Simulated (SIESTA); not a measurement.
## SiS2 under changes of volume

One of the cells (25.063 Å³/atom); the others are scaled copies at fixed shape and fractional positions:

```
CELL_PARAMETERS angstrom
-2.80042 4.80411 2.79438
2.80042 -4.80411 2.79438
2.80042 4.80411 -2.79438
ATOMIC_POSITIONS crystal
S 0.38180 0.70880 0.09060
S 0.61820 0.29120 0.90940
S 0.88180 0.79120 0.67300
S 0.11820 0.20880 0.32700
Si 0.25000 0.25000 0.00000
Si 0.75000 0.75000 0.00000
```

```yaml
Program: SIESTA 5.4.2
Functional: PBE
Potentials_or_basis: PseudoDojo 0.4 standard (PBE files)
Basis: DZP (energy shift 0.003 Ry)
Grid_cutoff: 500 Ry
Energy_shift: 0.003 Ry
k_mesh: 7 × 7 × 7
Occupations: fermi-dirac, width 0.05 eV
Spin: no spin polarisation
```

| volume (Å³/atom) | energy over the lowest point (meV/atom) | pressure (GPa) | gap on the mesh (eV) | largest force (eV/Å) |
| --- | --- | --- | --- | --- |
| 23.097 | 75.46 | 9.5 | 2.85 | 1.930 |
| 23.589 | 49.51 | 7.4 | 2.82 | 1.513 |
| 24.080 | 29.65 | 5.5 | 2.79 | 1.123 |
| 25.063 | ? | ? | ? | ? |
| 25.554 | 0.94 | 0.9 | 2.68 | 0.129 |
| 26.046 | 0.00 | -0.3 | 2.64 | 0.158 |

What does the run at 25.063 Å³/atom give?

Energy over the lowest point 5.91 meV/atom; pressure 2.3 GPa; gap on the mesh 2.72 eV; largest force 0.435 eV/Å.

Worked out: A Birch-Murnaghan fit of order 3 (a polynomial in V^(-2/3)) to the other rows has its minimum at 25.92 Å³/atom with B0 = V·E''(V) = 64 GPa and B' = 4.4 at fixed shape and positions, which overstates the stiffness. It gives 5.88 meV/atom at 25.063 Å³/atom, against the run's 5.91, and -dE/dV = 2.3 GPa, against 2.3. A straight line through the other rows of the gap, of slope -1.76 eV per unit of ln V, gives 2.71 eV, against the run's 2.72.

Energies are extrapolated to zero smearing.

Caveats: an odd mesh through Γ misses points on the zone boundary, where band edges often lie; the basis of atomic orbitals isn't converged, which shifts pressures, moduli and gaps; forces of over 1 eV/Å show positions far from the minimum, so gaps and moduli don't describe the material at rest (some runs).
